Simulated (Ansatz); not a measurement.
# Si5W2: the cost of one run

Computed with Ansatz 0.2.0 (DFT PBE, scalar-relativistic, plane waves, PAW, unless a step's input says otherwise).

2 further runs of the same task are left out: 2 set aside as unsound or not needed.

**1. Starting point**

It takes space group I4/mmm (No. 139, tetragonal). Conventional cell: a = 3.212 Å, b = 3.212 Å, c = 7.880 Å, α = 90.00°, β = 90.00°, γ = 90.00°. Si (site symmetry 4mm) has 5 Si at 2.62 to 2.63 Å and 5 W at 2.62 Å as nearest neighbours. W (site symmetry 4/mmm) is surrounded by 10 Si at 2.62 Å.

As a file:

```cif
data_structure
_symmetry_space_group_name_H-M 'I4/mmm'
_symmetry_Int_Tables_number 139
_cell_length_a 3.2120
_cell_length_b 3.2120
_cell_length_c 7.8800
_cell_angle_alpha 90.000
_cell_angle_beta 90.000
_cell_angle_gamma 90.000
_cell_volume 81.30
loop_
_atom_site_label
_atom_site_type_symbol
_atom_site_symmetry_multiplicity
_atom_site_Wyckoff_symbol
_atom_site_fract_x
_atom_site_fract_y
_atom_site_fract_z
_atom_site_occupancy
Si1 Si 4 e 0.00000 0.00000 0.33300 1
W1 W 2 a 0.00000 0.00000 0.00000 1
```

Source of the structure: the Crystallography Open Database.

**6. Plan of the scan**

Atoms count from 1 in the order of the input.

Si is moved over the surface cell; relaxed at each place: the height of the adsorbate's atoms; substrate rigid; the origin of the map has the adsorbate above Si6.

- position of Si7 along the first surface vector, from above Si6: 8 values from 0.000 to 0.875, periodic
- position of Si7 along the second surface vector, from above Si6: 8 values from 0.000 to 0.875, periodic

Relaxed at each point: the height of the adsorbate's atoms; substrate rigid. Points are written as (first, second).

The two vectors of the plane (Å): (3.229, 0.000, 0.000); (0.000, 3.229, 0.000).

(The set-up runs are not shown.)

**7. Grid point (4/8, 4/8) of the map's two axes**

input.yaml reads:

```yaml
crystal:
  lattice:
    - [3.2292919635, 0.0, 0.0]
    - [0.0, 3.2292919635, 0.0]
    - [0.0, 0.0, 21.9372962601]
  atoms:
    - { symbol: Si, position: [0.0, 0.0, 0.1823378758] }
    - { symbol: W, position: [0.5, 0.5, 0.2416639886] }
    - { symbol: Si, position: [0.0, 0.0, 0.3009901014] }
    - { symbol: Si, position: [0.5, 0.5, 0.3590107496] }
    - { symbol: W, position: [0.0, 0.0, 0.4178382285] }
    - { symbol: Si, position: [0.5, 0.5, 0.4757786072] }
    - { symbol: Si, position: [1.0, 1.0, 0.5536118999] }
basis:
  ecutwfc: 420
kpoints:
  mp_grid: { grid: [8, 8, 1] }
hamiltonian:
  xc: pbe
  pseudopotentials: { kind: paw, azcp: { folder: soft_1 } }
scf:
  occupations: { method: gaussian, width: 0.1 }
output:
  forces: true
  eigenvalues: true
relax:
  adjacent_minimum: "off"
  f_tol: 0.025
  max_steps: 16
  constraints: [{ sites: [0, 1, 2, 3, 4, 5] }, { sites: [6], fix: xy }]
efield:
  axis: 3
  dipole_correction: true
  ramp_width: 0.04
```

Command:

```console
$ ansatz run input.yaml --threads 1 --pin off --max-ram 3072MiB --backend cpu --events-out ev --progress --plain --runs-dir out
```

Q: Estimate wall time and peak memory on 1 thread of Arm Neoverse V2, shared host.

About 41 s, with a peak of 0.41 GiB.
